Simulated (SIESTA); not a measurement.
Crystal: CoO.

```xyz
2
Lattice="0.0000 2.1315 2.1315 2.1315 0.0000 2.1315 2.1315 2.1315 0.0000" Properties=species:S:1:pos:R:3 pbc="T T T"
Co    0.0000    0.0000    0.0000
O     2.1315    2.1315    2.1315
```

Base run:

* Program: SIESTA 5.4.2
* Functional: vdW-DF-cx
* Potentials or basis: PseudoDojo 0.4 standard (PBE files)
* Basis: DZP (energy shift 0.003 Ry; two zetas on semicore shells)
* Grid cutoff: 800 Ry
* Energy shift: 0.003 Ry
* k mesh: 11 × 11 × 11
* Occupations: fermi-dirac, width 0.05 eV
* Spin: collinear spin, ferromagnetic start
* Starting moments: [2.0, 0.0] μB

Its results: band gap on the k mesh none (metal or under the smearing width); pressure -8.2 GPa; net moment 2.89 μB per cell; site moments Co +2.54; O +0.35 μB.

Problem. The run is repeated on the same cell with these changes: functional from vdW-DF-cx to BLYP. What comes out?

Solution. Band gap on the k mesh none (metal or under the smearing width); pressure 6.4 GPa; net moment 2.91 μB per cell; site moments Co +2.55; O +0.36 μB.

Caveats: short orbitals over semicore shells can move pressures by several GPa; the potentials were made for another functional, which shifts forces and pressure; the basis of atomic orbitals isn't converged, which shifts pressures, moduli and gaps; a cell with one magnetic atom can't hold antiferromagnetic order, which such compounds often take; semilocal functionals often make such compounds metallic where correlation or magnetic order opens a gap, which also shifts bond lengths.
